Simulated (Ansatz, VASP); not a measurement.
**One calculation of Bi, two programs**

File INCAR:

```
SYSTEM = Bi
PREC = Accurate
ENCUT = 520
EDIFF = 1E-6
ISMEAR = 0
SIGMA = 0.018000000000000002
LREAL = .FALSE.
LASPH = .TRUE.
NELM = 100
ALGO = Normal
ISIF = 2
LWAVE = .FALSE.
LCHARG = .FALSE.
GGA = PE
NBANDS = 14
```

KPOINTS

```
regular mesh
0
G
  9 9 9
  0 0 0
```

POSCAR

```
Bi
1.0
   -1.9814305318      1.9814305318      1.9814305318
    1.9814305318     -1.9814305318      1.9814305318
    1.9814305318      1.9814305318     -1.9814305318
Bi
1
Direct
    0.0000000000      0.0000000000      0.0000000000
```

Contents of input.yaml:

```yaml
crystal:
  lattice:
    - [-1.9814305318, 1.9814305318, 1.9814305318]
    - [1.9814305318, -1.9814305318, 1.9814305318]
    - [1.9814305318, 1.9814305318, -1.9814305318]
  atoms:
    - { symbol: Bi, position: [0.0, 0.0, 0.0] }
kpoints:
  mp_grid: { grid: [9, 9, 9] }
scf:
  occupations: { method: gaussian, width: 0.018 }
hamiltonian:
  xc: pbe
  pseudopotentials: { kind: all_electron, lapw: { basis_error: 0.001 } }
output:
  forces: true
  stress: true
  eigenvalues: true
```

This isn't the form of Bi at room conditions, which is rhombohedral.

Alike in both runs: task single point; functional PBE; k mesh 9 × 9 × 9; occupations gaussian, width 0.018 eV; no spin polarisation.

|  | VASP | Ansatz |
| --- | --- | --- |
| version | VASP 6.6.1 | Ansatz 0.2.0 |
| potentials or method | VASP PAW PBE potentials, release 64 (Bi_d) | all-electron LAPW, scalar-relativistic |
| plane-wave cutoff (eV) | 520 | see its input |

|  | VASP | Ansatz | Ansatz less VASP |
| --- | --- | --- | --- |
| gap on the k mesh at the Fermi level (eV) | none | none | - |
| pressure (GPa) | 0.8 | 0.9 | +0.08 |

A gap of «none» marks a metal or a gap that the smearing closes. Ansatz ran all-electron here, so the differences hold the error of VASP's frozen core and of both bases.

Caveats: spin-orbit coupling is left out, which moves the levels of the heavy elements.
